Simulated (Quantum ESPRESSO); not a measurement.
# HgSe: zone-centre phonons under several settings

```xyz
2
Lattice="0.0000 3.0390 3.0390 3.0390 0.0000 3.0390 3.0390 3.0390 0.0000" Properties=species:S:1:pos:R:3 pbc="T T T"
Hg    0.0000    0.0000    0.0000
Se    4.5585    4.5585    4.5585
```

All runs used Quantum ESPRESSO 7.5; potentials PseudoDojo 0.4.1 SR LDA standard; k mesh 4 × 4 × 4, shifted; no spin polarisation; cutoff 1170 eV; occupations smeared at first, fixed for the response.

```csv
level,geometry,volume (Å³/atom),pressure (GPa),lowest optical mode without the field (cm⁻¹),sum of the Born charges (e)
LDA,relaxed cell,?,0.0,?,?
LDA,"given cell, atoms relaxed",28.07,-0.5,129,-0.12
```

Problem. What stands in the row left open?

Solution. Volume 27.82 Å³/atom; lowest optical mode without the field 132 cm⁻¹; sum of the Born charges -0.13 e.

For the row left open. Caveat: the k mesh is coarse; the mesh is thin for the dielectric tensor, Born charges and intensities, which usually come out too large; the Born charges break their sum rule by 0.13 e, a sign of too thin a mesh.
